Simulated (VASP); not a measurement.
Here is a VASP 6.6.1 calculation.

POSCAR

```
PbSe
1.0
    0.0000000000      3.0401081059      3.0401081059
    3.0401081059      0.0000000000      3.0401081059
    3.0401081059      3.0401081059      0.0000000000
Pb Se
1 1
Direct
    0.0000000000      0.0000000000      0.0000000000
    0.5000000000      0.5000000000      0.5000000000
```

INCAR.step1

```
PREC = Accurate
ENCUT = 520
ISMEAR = -1
SIGMA = 0.05
LREAL = False
LASPH = True
NELM = 80
NBANDS = 17
GGA = PE
ALGO = Normal
EDIFF = 1E-4
LWAVE = True
LCHARG = False
```

File INCAR.step2:

```
PREC = Accurate
ENCUT = 520
EDIFF = 1E-6
ISMEAR = -1
SIGMA = 0.05
LREAL = False
LASPH = True
NELM = 80
ALGO = Normal
ISIF = 2
LWAVE = False
LCHARG = False
METAGGA = R2SCAN
LMIXTAU = True
LUSE_VDW = True
IVDW_NL = 2
BPARAM = 11.95
CPARAM = 0.0093
NBANDS = 17
ISTART = 1
```

KPOINTS

```
regular mesh
0
Gamma
  8 8 8
```

Potentials or basis: VASP PAW PBE potentials, release 64 (Pb_d, Se).

Launch:

```console
$ cat potpaw_PBE.64/Pb_d/POTCAR potpaw_PBE.64/Se/POTCAR > POTCAR
$ cp INCAR.step1 INCAR
$ mpirun -np 1 vasp_std > vasp.out
$ cp INCAR.step2 INCAR
$ mpirun -np 1 vasp_std > vasp.out
```

Estimate the pressure.

1.9 GPa.

What does it give for the band gap on the k mesh?

0.46 eV, direct.

Caveat: the PAW data sets were made with another functional, which shifts forces and pressure a little; spin-orbit coupling is left out, which moves the levels of the heavy elements.

**Experimental background.**

From a printed reference work, monograph, for a bulk crystal of PbSe at 4.2 K: band gap 0.15 eV (direct).

A measured gap of PbSe is 0.15 eV (direct; 4.2 K; a printed reference work, monograph); the calculated 0.46 eV misses it by +0.31 eV. 2 values of this kind are on record (0.15 to 0.28 eV); this one was drawn at random. Spin-orbit coupling on Pb, Se is left out. The value is that of r2SCAN+rVV10 on a finite k mesh, which can miss the band edges, without temperature or zero-point motion.
